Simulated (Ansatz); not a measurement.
# Equation of state of Zn

```yaml
crystal:
  lattice:
    - [2.66480, 0.00000, 0.00000]
    - [-1.33240, 2.30778, 0.00000]
    - [0.00000, 0.00000, 4.94670]
  atoms:
    - { symbol: Zn, position: [0.33333, 0.66667, 0.25000] }
    - { symbol: Zn, position: [0.66667, 0.33333, 0.75000] }
```

The cell is COD entry 9008522, as deposited and not checked against the literature; nothing was relaxed.

Methods: DFT, PBE, all-electron LAPW, scalar-relativistic (Ansatz 0.2.0); DFT, PBE, PAW with Ansatz's default frozen-core files, scalar-relativistic (Ansatz 0.2.0).

For LAPW: a Γ-centred 16×16×8 k mesh, Fermi–Dirac smearing of 0.03 eV, basis error target 0.25 meV/atom, no spin polarisation. PAW takes a cutoff of 420 eV at this cell. The Ansatz runs share mesh, smearing and spin set-up. Plane-wave (PAW) pressures include the program's estimate of the Pulay term.

The cell above is scaled evenly, with fractional coordinates and shape held.

| V/V(cell) | V (Å³/atom) | P, LAPW (GPa) | P, PAW (GPa) |
| --- | --- | --- | --- |
| 0.9600 | 14.602 | 2.87 | 2.86 |
| 0.9800 | 14.906 | 1.09 | 1.08 |
| 1.0000 | 15.211 | -0.46 | -0.47 |
| 1.0200 | 15.515 | -1.82 | -1.83 |
| 1.0400 | 15.819 | -3.00 | -3.01 |

(1) What do Birch–Murnaghan fits to the pressures give?

Answers

(1) LAPW: V0 = 15.12 Å³/atom, B0 = 75 GPa, B0′ = 5.7; PAW: V0 = 15.11 Å³/atom, B0 = 75 GPa, B0′ = 5.7.
